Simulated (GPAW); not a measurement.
Write an ASE script for GPAW 26.7.0 that does the following.

```yaml
Task: single point
Functional: PBE
Potentials_or_basis: GPAW PAW data sets (gpaw-data 1.2.1)
Cutoff: 600 eV
Basis: pw
k_mesh: 12 × 12 × 12
Occupations: fermi-dirac, width 0.05 eV
Spin: no spin polarisation
Maxiter: 150
```

Crystal: W.

```xyz
1
Lattice="-1.5823 1.5823 1.5823 1.5823 -1.5823 1.5823 1.5823 1.5823 -1.5823" Properties=species:S:1:pos:R:3 pbc="T T T"
W     0.0000    0.0000    0.0000
```

The input as run:

run.py

```python
from ase import Atoms
from ase.dft.bandgap import bandgap
from ase.io import write
from ase.units import GPa
from gpaw import GPAW, PW

atoms = Atoms(['W'],
              cell=[[-1.582345, 1.582345, 1.582345],
                    [1.582345, -1.582345, 1.582345],
                    [1.582345, 1.582345, -1.582345]],
              scaled_positions=[[0.0, 0.0, 0.0]],
              pbc=True)

calc = GPAW(mode=PW(600),
            xc='PBE',
            kpts={'size': (12, 12, 12), 'gamma': True},
            occupations={'name': 'fermi-dirac', 'width': 0.05},
            nbands=16,
            convergence={'density': 1e-05, 'energy': 1e-05},
            maxiter=150,
            txt='gpaw.txt')
atoms.calc = calc
energy = atoms.get_potential_energy()
forces = atoms.get_forces()
stress = atoms.get_stress()
calc.write('gs.gpw')
write('result.traj', atoms)
print(f'Energy: {energy:.6f} eV')
print('Forces (eV/A):')
print(forces.round(4))
print('Stress (GPa):', (stress / GPa).round(3))
print('Fermi level:', round(calc.get_fermi_level(), 4), 'eV')
print(f'Gap: {bandgap(calc)[0]:.4f} eV, direct: {bandgap(calc, direct=True)[0]:.4f} eV')
```

Potentials or basis: GPAW PAW data sets (gpaw-data 1.2.1), pw.

The run is started by

```sh
$ OMP_NUM_THREADS=1 python run.py
```

It gave:

| Property | Result |
| --- | --- |
| Pressure | 5.6 GPa |
| Band gap on the k mesh | none (metal or under the smearing width) |

It took 8.4 s on 1 thread of Intel(R) Xeon(R) Platinum 8488C (Sapphire Rapids) (shared host), peak memory 0.14 GiB.
